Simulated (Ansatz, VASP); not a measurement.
One calculation of BeTe, two programs

The input INCAR:

```
SYSTEM = BeTe
PREC = Accurate
ENCUT = 520
EDIFF = 1E-6
ISMEAR = -1
SIGMA = 0.05
LREAL = .FALSE.
LASPH = .TRUE.
NELM = 80
ALGO = Normal
ISIF = 2
LWAVE = .FALSE.
LCHARG = .FALSE.
NBANDS = 11
```

KPOINTS

```
regular mesh
0
G
  8 8 8
  0 0 0
```

File POSCAR:

```
BeTe
1.0
    0.0000000000      2.7700000000      2.7700000000
    2.7700000000      0.0000000000      2.7700000000
    2.7700000000      2.7700000000      0.0000000000
Te Be
1 1
Direct
    0.7500000000      0.7500000000      0.7500000000
    0.0000000000      0.0000000000      0.0000000000
```

input.yaml

```yaml
crystal:
  lattice:
    - [0.0, 2.77, 2.77]
    - [2.77, 0.0, 2.77]
    - [2.77, 2.77, 0.0]
  atoms:
    - { symbol: Te, position: [0.75, 0.75, 0.75] }
    - { symbol: Be, position: [0.0, 0.0, 0.0] }
hamiltonian:
  xc: lda
  pseudopotentials: { kind: paw }
kpoints:
  mp_grid: { grid: [8, 8, 8] }
  band_path:
    path:
      - [[0.0, 0.0, 0.0], [0.5, 0.0, 0.5], [0.5, 0.25, 0.75], [0.375, 0.375, 0.75], [0.0, 0.0, 0.0], [0.5, 0.5, 0.5], [0.625, 0.25, 0.625], [0.5, 0.25, 0.75], [0.5, 0.5, 0.5], [0.375, 0.375, 0.75]]
      - [[0.625, 0.25, 0.625], [0.5, 0.0, 0.5]]
    npoints: 14
scf:
  occupations: { method: fermi_dirac, width: 0.05 }
  n_extra_bands: 6
output:
  forces: true
  stress: true
  eigenvalues: true
  fatbands: true
```

Alike in both runs: functional LDA; k mesh 8 × 8 × 8; occupations fermi-dirac, width 0.05 eV; no spin polarisation.

|  | VASP | Ansatz |
| --- | --- | --- |
| version | VASP 6.6.1 | Ansatz 0.2.0 |
| potentials or method | VASP PAW LDA potentials, release 64 (Te, Be) | Ansatz PAW |
| plane-wave cutoff (eV) | 520 | 420 |
| valence electrons in the cell | 8 | 18 |
| task | single point | band structure |

|  | VASP | Ansatz | Ansatz less VASP |
| --- | --- | --- | --- |
| gap on the k mesh at the Fermi level (eV) | 1.75 | 1.77 | +0.020 |
| least direct gap on the mesh (eV) | 3.54 | 3.58 | +0.038 |
| pressure (GPa) | 0.8 | 0.5 | -0.29 |

The two sets of potentials don't hold the same shells in valence.

Caveats: spin-orbit coupling is left out, which moves the levels of the heavy elements; the PAW data sets come from PBE, with cores solved anew for the run's functional, which leaves a small shift of forces and pressure (Ansatz). A k mesh can miss the band edges. As with any semilocal functional, this LDA gap is likely too small.
